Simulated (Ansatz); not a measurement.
# Sb (P6_3/mmc) in Ansatz: further runs, part 2 of 2

Ansatz 0.2.0. Earlier steps stand in the parts before.

## Step 3: Relaxation of cell and atoms, PBEsol+D4

input.yaml reads:

```yaml
crystal:
  lattice:
    - [3.3545324186, 0.0, 0.0]
    - [-1.6772662093, 2.9051102923, 0.0]
    - [0.0, 0.0, 5.47016065]
  atoms:
    - { symbol: Sb, position: [0.6666666667, 0.3333333333, 0.75] }
    - { symbol: Sb, position: [0.3333333333, 0.6666666667, 0.25] }
hamiltonian:
  xc: pbesol
  pseudopotentials: { kind: paw }
  dispersion: d4
kpoints:
  mp_grid: { grid: [9, 9, 5] }
scf:
  occupations: { method: fermi_dirac, width: 0.05 }
output:
  forces: true
  stress: true
  eigenvalues: true
relax:
  f_tol: 0.01
  max_steps: 40
  cell: { stress_tol: 0.05 }
```

Potentials or basis: Ansatz PAW.

Command:

```
$ ansatz run input.yaml --threads 2 --pin off --max-ram 5632MiB --backend cpu --events-out ev --progress --plain --runs-dir out
```

Standard output:

```text
Warning: RAYON_NUM_THREADS=2 ignored (pool sized by the plan → 2); use --threads N
Engine: ansatz 0.2.0, aarch64-unknown-linux-gnu
Pseudopotentials: kind: paw
Pseudopotential: Sb, paw, valence charge 15, recommended cutoff 420 eV (normal), Sb.paw.azcp
Functional definition: PBEsol
  exchange = pbesol_x
  correlation = pbesol_c
Crystal: 2 atoms, lattice volume = 53.308 Å³
Basis set: ecut = 420 eV, 1087 PW (Γ), exchange–correlation on 48×48×80 points (8 copies of the dense FFT grid, shifted against one another)
Bands: 19, of which v1, the nominal top of the filled ones, is band 15 counted from 1 (14 counted from 0)
Symmetry: 24 space group operations
Space group: P63/mmc (ITA 194), of the structure as read, at distance tolerance 3.8e-5 Å
k-points: 36 of 405
Non-local potential: Sb, projectors of the file, l = 0: 2, l = 1: 2, l = 2: 2, l = 3: 2
PAW form: soft (Blöchl's): semilocal exchange-correlation on the pseudo side does not see the compensation charge
PAW frozen core: Sb, regenerated for the run's functional, and the local potential with it (the file was generated under x = pbe(κ = 0.804, μ = 0.2195149727645171), c = pbe(β = 0.06672455060314922))
PAW one-centre angular grid: Sb, 590 points (default); XC on 64 Gauss nodes
Initial density: superposition of atomic densities (neutral atoms: chi_scale 0, normalization atom), corrected by the library's trained network
Initial wavefunctions: pseudopotential atomic-orbital guess
Functional: x = pbesol(κ = 0.804, μ = 0.12345679012345678), c = pbesol(β = 0.046)
SCF iter   1: F=—  HF=-12816.383914 eV  |F-HF|=—  |Δ(HF+E_count)|=         —  Δρ=2.45e-3  dr2=1.95e-3  ethr=1.77e-3  ⟨swp⟩=5.8  Hψ=3361  notcnv=0
preconditioner: auto → Kerker (q_TF=auto, 2.479 Å⁻¹)  [metal: Δε(μ)=0.038 eV  Ē_g=8.566 eV  σ=0.050 eV  W_gap=0.19  n_scr=22 (ndim 8)  ℏωp=16.1 eV  f_vac=0.000  D(μ)=1.57/eV (n_scr^D=10)]
SCF iter   2: F=—  HF=-12816.381574 eV  |F-HF|=—  |Δ(HF+E_count)|=   2.34e-3  Δρ=1.61e-3  dr2=8.85e-4  ethr=6.51e-6  ⟨swp⟩=2.5  Hψ=1382  notcnv=0  defer=1
SCF iter   3: F=—  HF=-12816.381425 eV  |F-HF|=—  |Δ(HF+E_count)|=   1.49e-4  Δρ=7.41e-4  dr2=1.39e-4  ethr=2.95e-6  ⟨swp⟩=2.0  Hψ=1213  notcnv=0  defer=1
SCF iter   4: F=—  HF=-12816.381310 eV  |F-HF|=—  |Δ(HF+E_count)|=   1.15e-4  Δρ=8.47e-5  dr2=5.26e-6  ethr=4.63e-7  ⟨swp⟩=2.0  Hψ=1213  notcnv=0  defer=1
SCF iter   5: F=—  HF=-12816.381312 eV  |F-HF|=—  |Δ(HF+E_count)|=   1.85e-6  Δρ=3.00e-5  dr2=6.19e-7  ethr=1.75e-8  ⟨swp⟩=2.4  Hψ=1223  notcnv=0  defer=1
SCF iter   6: F=-12816.381312 eV  HF=-12816.381312 eV  |F-HF|=1.60e-8  |Δ(HF+E_count)|=   1.57e-7  Δρ=6.67e-6  dr2=3.05e-8  ethr=3.33e-10  ⟨swp⟩=6.6  Hψ=2975  notcnv=0
SCF 1 converged in 6 iterations: F = -12816.381312 eV  dr2 = 3.05e-8
relax step   1: F+E_penalty+E_count = -12816.38131210 eV  Δ(F+E_penalty+E_count) = +0.000e0 eV  max|allowed force component| = 7.170e-17 eV/Å  Δτ_max = 0.0000 Å  P = -3.530 GPa  Ω = 53.308 Å³  (6 SCF iters, dr2 threshold 1.00e-7 eV, accepted)
Crystal: 2 atoms, lattice volume = 48.965 Å³
Basis set: ecut = 420 eV, 989 PW (Γ), exchange–correlation on 48×48×80 points (8 copies of the dense FFT grid, shifted against one another)
Initial density: handed on by an earlier stage of this run
Initial wavefunctions: those handed on with the density
iter 1 solved again at ethr=7.71e-7 eV; its pass at ethr=3.10e-3 eV (dr2=2.31e-4 eV) is discarded
SCF iter   1: F=—  HF=-12816.405320 eV  |F-HF|=—  |Δ(HF+E_count)|=         —  Δρ=8.75e-4  dr2=2.30e-4  ethr=7.71e-7  ⟨swp⟩=3.0  Hψ=4802  notcnv=0
preconditioner: auto → Kerker (q_TF=auto, 2.514 Å⁻¹)  [metal: Δε(μ)=0.087 eV  Ē_g=9.012 eV  σ=0.050 eV  W_gap=0.39  n_scr=10 (ndim 8)  ℏωp=16.8 eV  f_vac=0.000  D(μ)=1.08/eV (n_scr^D=2)]
[... 22 lines left out ...]
SCF 4 converged in 3 iterations: F = -12816.415679 eV  dr2 = 9.66e-9
relax step   4: F+E_penalty+E_count = -12816.41567932 eV  Δ(F+E_penalty+E_count) = -2.140e-4 eV  max|allowed force component| = 3.701e-17 eV/Å  Δτ_max = 0.0000 Å  P = -0.021 GPa  Ω = 50.442 Å³  energy of the carried Pulay correction = +7.604e-4 eV  (3 SCF iters, dr2 threshold 2.00e-7 eV, accepted)
Basis set: ecut = 420 eV, 989 PW (Γ), exchange–correlation on 48×48×72 points (8 copies of the dense FFT grid, shifted against one another)
Initial wavefunctions: pseudopotential atomic-orbital guess (no wavefunctions were taken with the density)
iter 1 solved again at ethr=2.18e-7 eV; its pass at ethr=3.10e-3 eV (dr2=6.53e-5 eV) is discarded
SCF iter   1: F=—  HF=-12816.414854 eV  |F-HF|=—  |Δ(HF+E_count)|=         —  Δρ=6.16e-5  dr2=2.34e-7  ethr=2.18e-7  ⟨swp⟩=2.9  Hψ=5061  notcnv=0
SCF iter   2: F=—  HF=-12816.414855 eV  |F-HF|=—  |Δ(HF+E_count)|=   1.41e-6  Δρ=3.28e-5  dr2=6.87e-8  ethr=7.80e-10  ⟨swp⟩=2.8  Hψ=1263  notcnv=0
SCF iter   3: F=—  HF=-12816.414855 eV  |F-HF|=—  |Δ(HF+E_count)|=   1.39e-7  Δρ=1.85e-6  dr2=1.19e-9  ethr=2.29e-10  ⟨swp⟩=2.1  Hψ=1177  notcnv=0
SCF iter   4: F=—  HF=-12816.414855 eV  |F-HF|=—  |Δ(HF+E_count)|=  8.37e-11  Δρ=6.28e-7  dr2=2.59e-10  ethr=3.98e-12  ⟨swp⟩=2.4  Hψ=1174  notcnv=0
SCF iter   5: F=—  HF=-12816.414855 eV  |F-HF|=—  |Δ(HF+E_count)|=  4.00e-11  Δρ=2.86e-7  dr2=3.15e-11  ethr=1.00e-12  ⟨swp⟩=1.0  Hψ=684  notcnv=0
SCF iter   6: F=-12816.414855 eV  HF=-12816.414855 eV  |F-HF|=1.09e-11  |Δ(HF+E_count)|=  9.09e-12  Δρ=3.26e-8  dr2=4.25e-13  ethr=1.00e-12  ⟨swp⟩=5.9  Hψ=2744  notcnv=0
SCF 5 converged in 6 iterations: F = -12816.414855 eV  dr2 = 4.25e-13
relax step   5: F+E_penalty+E_count = -12816.41485514 eV  Δ(F+E_penalty+E_count) = +8.242e-4 eV  max|allowed force component| = 3.816e-17 eV/Å  Δτ_max = 0.0000 Å  P = -0.017 GPa  Ω = 50.442 Å³  stress off target by 4.36e-2 GPa  SCF on the basis re-selected at this cell (its energy is not comparable with the rows above)  (6 SCF iters)
basis re-selected at this cell: Δ(F+E_penalty+E_count) = +8.242e-4 eV, ΔP = +0.004 GPa vs the last step (what re-selecting the basis moved, of the pressure what is left beyond the Pulay correction that the steps carried, after the strain that the cell walked since its last selection, with what the two solves' SCF thresholds leave and, on support functions, any second-order correction that the steps lacked; it is no measure of the basis error at this ecutwfc). The dense FFT grid was sized anew with the basis: this SCF ran on 24×24×36 points, the steps before it on 24×24×40, so part of this shift can come from that change (see relax.cell in the input reference). This SCF's stress stands 4.36e-2 GPa from its target on what of the cell is left free (relax.cell.stress_tol is 5.00e-2 GPa) and its largest allowed force component is 3.82e-17 eV/Å (relax.f_tol is 1.00e-2 eV/Å): within both
SCF converged after 6 iterations
Free energy (F): -12816.414855 eV
Harris-Foulkes:  -12816.414855 eV  (|F-HF|=1.09e-11)
Internal energy: -12816.404983 eV  (E = F + TS)
E sigma→0 (E₀):  -12816.409919 eV
Entropy (-TS):   -0.009872 eV (-4.936 meV/atom)
Fermi energy:    12.516855 eV
--- Per-component energies (eV) ---
  E_band       = -261.308400
  E_kinetic    = 416.081770
  E_local      = -2765.060849  (includes V_loc(G=0)·N_el)
  E_nonlocal   = 727.168176
  E_hartree    = 1270.376945
  E_xc         = -276.361480
  E_vxc        = -194.988829  (∫ρ·V_xc dr)
  E_paw        = -8997.759096  (= ΣΔE_a)
  E_vpaw       = -985.262534  (= ΣTr[D̂ρ^β])
  E_aug_tail   = -0.000003  (compensation charges beyond the density's cutoff)
  E_ewald      = -3190.819059
  E_disp       = -0.695102  (pairwise vdW)
  E_core_change = 0.663714  (= ΣΔE_core)
  E_smearing   = -0.009872  (= −TS)
  E_closure    = 0.000000  (closes the sum)
  Σ components = -12816.414855   (vs F -12816.414855, Δ=0.00e0)
--- Forces (eV/Å), atoms counted from 1 ---
  atom   1  Sb    -0.00000000     0.00000000     0.00000000
  atom   2  Sb     0.00000000    -0.00000000    -0.00000000
  max |Σ_I F_I| component: 6.94e-18 eV/Å
--- Stress (GPa, compression-positive) ---
       -0.043591      -0.000000       0.000000
        0.000000      -0.043591      -0.000000
        0.000000      -0.000000       0.037420
  P = ⅓ Tr σ = -0.0166 GPa (-0.166 kbar)
--- Band table (eV; the first three rows and the last of 36) ---
  k-point 0: bands = ["-16.6619", "-16.6524", "-16.6407", "-16.6407", "-16.6351", "-16.6351", "-16.6285", "-16.6285", "-16.5649", "-16.5649", "-0.8620", "3.3108", "6.3619", "16.4583", "16.4583", "18.2353", "18.2353", "18.5488", "20.7276"]
  k-point 1: bands = ["-16.6608", "-16.6531", "-16.6471", "-16.6471", "-16.6382", "-16.6382", "-16.6155", "-16.6155", "-16.5685", "-16.5685", "-0.6501", "2.3606", "7.7373", "16.5973", "16.6192", "16.6192", "18.0796", "18.0796", "20.8697"]
  k-point 2: bands = ["-16.6581", "-16.6552", "-16.6492", "-16.6492", "-16.6448", "-16.6448", "-16.5961", "-16.5961", "-16.5792", "-16.5792", "-0.0174", "1.0177", "10.3395", "13.4024", "17.0591", "17.0591", "17.6294", "17.6294", "21.2973"]
  k-point 35: bands = ["-16.6608", "-16.6608", "-16.6425", "-16.6067", "-16.5948", "-16.5945", "-16.5945", "-16.5894", "-16.5643", "-16.5643", "4.6989", "4.6989", "8.1693", "8.1693", "8.6576", "9.6457", "15.4326", "15.4326", "19.3817"]
--- Relaxed structure (4 steps of the walk, 4 accepted, 1 SCFs on fresh bases) ---
  F+E_penalty+E_count = -12816.41485514 eV   max|allowed force component| = 3.816e-17 eV/Å   (the final SCF, on the basis selected at the relaxed cell)
  cell:  # Å, volume = 50.4418 Å³
    - [3.294561862654667, 0.0, 0.0]
    - [-1.6472809313273336, 2.8531742673983205, 0.0]
    - [0.0, 0.0, 5.366176250090723]
  atoms:
    - { symbol: Sb, position: [0.6666666666666666, 0.3333333333333333, 0.75] }
    - { symbol: Sb, position: [0.3333333333333333, 0.6666666666666666, 0.25000000000000006] }
```

Run time: 8.6 s. Hardware: 2 threads of Arm Neoverse N1, shared host; peak memory 0.33 GiB.

Results:

| Item | Value |
| --- | --- |
| Free energy | -12816.4149 eV |
| Relaxed volume | 25.22 Å³/atom |
| Relaxed cell | a = 3.295 Å, b = 3.295 Å, c = 5.366 Å, α = 90.00°, β = 90.00°, γ = 120.00° |
| Space group after relaxing (to 0.05 Å) | P6_3/mmc (No. 194) |
| Energy gained by relaxing | 16.8 meV/atom |
| Ionic steps | 5 |
| Pressure after relaxing | 0.0 GPa |
| Band gap on the k mesh | none (metal or under the smearing width) |

Step by step:
```tsv
step	energy change (eV)	largest force (eV/Å)	volume (Å³)
1	0.0000	0.0000	53.31
2	-0.0242	0.0000	48.96
3	-0.0342	0.0000	50.61
4	-0.0344	0.0000	50.44
5	-0.0335	0.0000	50.44
```

Final structure:
```
CELL_PARAMETERS angstrom
3.29456 0.00000 0.00000
-1.64728 2.85317 0.00000
0.00000 0.00000 5.36618
ATOMIC_POSITIONS crystal
Sb 0.66667 0.33333 0.75000
Sb 0.33333 0.66667 0.25000
```

Levels at points of the mesh, in eV from the Fermi level:
```tsv
k point	band 13	band 14	band 15	band 16	band 17	band 18
(0.00, 0.00, 0.00)	-6.15	3.94	3.94	5.72	5.72	6.03
```

Caveat: the plane-wave basis is chosen anew once the cell has moved, so the energies of steps on either side of that aren't comparable; pairwise dispersion overbinds metals, which lowers pressure and volume; the PAW data sets come from PBE, with cores solved anew for the run's functional, which leaves a small shift of forces and pressure. Spin-orbit coupling is left out, which matters for the levels of Sb.
